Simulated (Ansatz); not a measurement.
**One structure, 3 elements: Ti3S2, Zr3S2, Hf3S2**

Plane-wave DFT in Ansatz with scalar-relativistic PAW potentials, cutoff 420 eV, Γ-centred meshes chosen by cell and gap, Gaussian smearing with energies taken to zero width. Every cell was relaxed (cell and atoms) in a run of its own, within the symmetry of its start. Functional: PBE.

All members share space group R-3m and the same sites; only the element on one set of sites changes (Ti, Zr, Hf). Members needn't be the stable form of their composition. Energies over the elements, where given, are against the elements' standard states in the same functional (H₂, N₂, O₂ and halogens uncorrected, Hg as a solid). The first member:

Space group R-3m:H (No. 166). a = 3.400 Å, b = 3.400 Å, c = 23.908 Å, α = 90.00°, β = 90.00°, γ = 120.00°
| atom | site | symmetry | x | y | z |
| --- | --- | --- | --- | --- | --- |
| Ti | 3a | -3m | 0.0000 | 0.0000 | 0.0000 |
| Ti | 6c | 3m | 0.3333 | 0.6667 | 0.8801 |
| S | 6c | 3m | 0.6667 | 0.3333 | 0.7292 |

```csv
compound,V (Å³/atom),a (Å),c (Å),energy over elements (eV/atom)
Ti3S2,15.96,3.400,23.908,-1.023
Hf3S2,18.71,3.423,27.664,-0.997
```

Question: Predict the member with Zr.

Answer: V (Å³/atom) 19.42, a (Å) 3.614, c (Å) 25.756, energy over elements (eV/atom) -1.194. Interpolating linearly in period between Ti and Hf would give 17.34 Å³/atom (10.7 % too small), with -1.010 eV/atom over the elements. Over the whole series the volume has no steady trend down the group (least for Ti); all are metallic on the mesh; binding against the elements is strongest for Zr. Hf is no larger than Zr here (18.71 against 19.42 Å³/atom), as one expects from the lanthanide contraction and relativistic shrinking of 6s.

Spin-orbit coupling is left out, which matters for the bands of heavy elements.